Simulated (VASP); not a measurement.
VASP 6.6.1 run: CaO

INCAR

```
SIGMA = 0.01
ALGO = Normal
ISMEAR = 0
METAGGA = R2SCAN
LASPH = .TRUE.
ISIF = 2
ENCUT = 520
NBANDS = 15
LWAVE = .FALSE.
IBRION = -1
NSW = 0
PREC = Medium
LCHARG = .FALSE.
NELM = 51
EDIFF = 1E-7
LREAL = .FALSE.
```

KPOINTS

```
KPOINTS created by Atomic Simulation Environment
0
Gamma
10 10 10
0 0 0
```

POSCAR

```
Ca O
 1.0000000000000000
     0.0000000000000000    2.3975501135538488    2.3975501135538488
     2.3975501135538488    0.0000000000000000    2.3975501135538488
     2.3975501135538488    2.3975501135538488    0.0000000000000000
 Ca  O
   1   1
Cartesian
  0.0000000000000000 -0.0000000000000000 -0.0000000000000000
  2.3975501135538488  2.3975501135538488  2.3975501135538488
```

The recommended PBE PAW datasets give the neutral cell 16 valence electrons.

Command

```
mpirun -np 1 vasp_std
```

OSZICAR

```
N       E                     dE             d eps       ncg     rms          rms(c)
DAV:   1     0.119584009829E+03    0.11958E+03   -0.84960E+03  1410   0.112E+03
DAV:   2    -0.195604555236E+02   -0.13914E+03   -0.12870E+03  1774   0.300E+02
DAV:   3    -0.251354056965E+02   -0.55750E+01   -0.55279E+01  1734   0.626E+01
DAV:   4    -0.252757986574E+02   -0.14039E+00   -0.14013E+00  1830   0.919E+00
DAV:   5    -0.252789471958E+02   -0.31485E-02   -0.31485E-02  1622   0.124E+00    0.769E+00
DAV:   6    -0.193215714482E+02    0.59574E+01   -0.34842E+00  1872   0.231E+01    0.259E+00
DAV:   7    -0.194522659452E+02   -0.13069E+00   -0.49545E-01  1487   0.504E+00    0.193E+00
DAV:   8    -0.194878169861E+02   -0.35551E-01   -0.17809E-01  1410   0.458E+00    0.139E+00
DAV:   9    -0.194543408590E+02    0.33476E-01   -0.83032E-02  1495   0.289E+00    0.131E-01
DAV:  10    -0.194538167585E+02    0.52410E-03   -0.41674E-03  1599   0.620E-01    0.746E-02
DAV:  11    -0.194539658223E+02   -0.14906E-03   -0.63462E-04  1677   0.221E-01    0.489E-02
DAV:  12    -0.194539068983E+02    0.58924E-04   -0.15398E-04  1725   0.108E-01    0.882E-03
DAV:  13    -0.194539078545E+02   -0.95627E-06   -0.84060E-06  1655   0.305E-02    0.722E-03
DAV:  14    -0.194539075319E+02    0.32261E-06   -0.36704E-07  1785   0.518E-03    0.451E-03
DAV:  15    -0.194539069091E+02    0.62280E-06   -0.11163E-06  1487   0.825E-03    0.921E-04
DAV:  16    -0.194539069224E+02   -0.13337E-07   -0.42667E-08   831   0.208E-03
   1 F= -.19453907E+02 E0= -.19453907E+02  d E =-.394519E-58
```

Standard output (part)

```
POSCAR found type information on POSCAR CaO
 POSCAR found :  2 types and       2 ions
 LDA part: xc-table for (None), standard interpolation
 POSCAR, INCAR and KPOINTS ok, starting setup
 WAVECAR not read
 entering main loop
```

From OUTCAR

```
k-points           NKPTS =     47   k-points in BZ     NKDIM =     47   number of bands    NBANDS=     15

   NELECT =      16.0000    total number of electrons

   dimension x,y,z NGX =    20 NGY =   20 NGZ =   20
   dimension x,y,z NGXF=    28 NGYF=   28 NGZF=   28

  energy-cutoff  :      520.00
  volume of cell :       27.56
      direct lattice vectors                 reciprocal lattice vectors
     0.000000000  2.397550114  2.397550114    -0.208546214  0.208546214  0.208546214
     2.397550114  0.000000000  2.397550114     0.208546214 -0.208546214  0.208546214
     2.397550114  2.397550114  0.000000000     0.208546214  0.208546214 -0.208546214

 k-points in reciprocal lattice and weights: KPOINTS created by Atomic Simulation Env
   0.00000000  0.00000000  0.00000000       0.001
   0.10000000  0.00000000  0.00000000       0.008
   0.20000000  0.00000000  0.00000000       0.008
   0.30000000  0.00000000  0.00000000       0.008
   0.40000000  0.00000000  0.00000000       0.008
   0.50000000  0.00000000  0.00000000       0.004
   0.10000000  0.10000000  0.00000000       0.006
   0.20000000  0.10000000  0.00000000       0.024
   ...

 E-fermi :   2.1667

 k-point     1 :       0.0000    0.0000    0.0000
  band No.  band energies     occupation
      1     -36.9726      2.00000
      2     -16.8599      2.00000
      3     -16.8593      2.00000
      4     -16.8593      2.00000
      5     -14.4310      2.00000
      6       2.0554      2.00000
      7       2.0556      2.00000
      8       2.0556      2.00000
      9       7.5458      0.00000
     10       8.9252      0.00000
     11       8.9252      0.00000
     12       8.9255      0.00000
     13      10.5340      0.00000
     14      10.5340      0.00000
     15      17.8756      0.00000

 k-point     2 :       0.1000    0.0000    0.0000
  band No.  band energies     occupation
      1     -36.9627      2.00000
      2     -17.0269      2.00000
      3     -16.8648      2.00000
      4     -16.8643      2.00000
      5     -14.2578      2.00000
      6       1.7089      2.00000
      7       1.9168      2.00000
      8       1.9170      2.00000
      9       8.0001      0.00000
     10       8.8884      0.00000
     11       9.1021      0.00000
     12       9.1024      0.00000
     13      10.7804      0.00000
     14      10.7804      0.00000
     15      18.2932      0.00000

 k-point     3 :       0.2000    0.0000    0.0000
  band No.  band energies     occupation
      1     -36.9366      2.00000
      2     -17.3906      2.00000
      3     -16.8778      2.00000
      4     -16.8773      2.00000
      5     -13.8782      2.00000
      6       0.9495      2.00000
      7       1.5823      2.00000
      8       1.5824      2.00000
      9       8.8432      0.00000
     10       9.1266      0.00000
     11       9.5913      0.00000
     12       9.5916      0.00000
     13      11.4219      0.00000
     14      11.4219      0.00000
     15      18.9316      0.00000

 ...

  Total        0.1716907      0.1716907      0.1716907      0.0000000      0.0000000      0.0000000
  in kB        9.9798573      9.9798573      9.9798573      0.0000000      0.0000000      0.0000000
  external PRESSURE =       9.9798573 kB  Pullay stress =       0.0000000 kB

 POSITION                                       TOTAL-FORCE (eV/Angst)
 -----------------------------------------------------------------------------------
      0.00000      0.00000      0.00000        -0.000000      0.000000     -0.000000
      2.39755      2.39755      2.39755         0.000000     -0.000000      0.000000
 -----------------------------------------------------------------------------------
    total drift:                               -0.000000      0.000000     -0.000000

  FREE ENERGIE OF THE ION-ELECTRON SYSTEM (eV)
  ---------------------------------------------------
  free  energy   TOTEN  =       -19.4539069224 eV

  energy  without entropy=      -19.4539069224  energy(sigma->0) =      -19.45390692
```

It converged. Results: gap between bands v and c on the k mesh 4.19 eV; least direct gap on the k mesh 4.56 eV; pressure 1.0 GPa. Band v is the last that the valence electrons fill when counted band by band, and c is the next.

For comparison, a separate r²SCAN run of the intended cell, on usual settings and not on those above, gives a gap of 4.19 eV on its mesh and a pressure of 1.1 GPa.

The run above took about 33 s on one core of a shared host (Intel Xeon Platinum 8488C) and held 0.13 GiB at most.
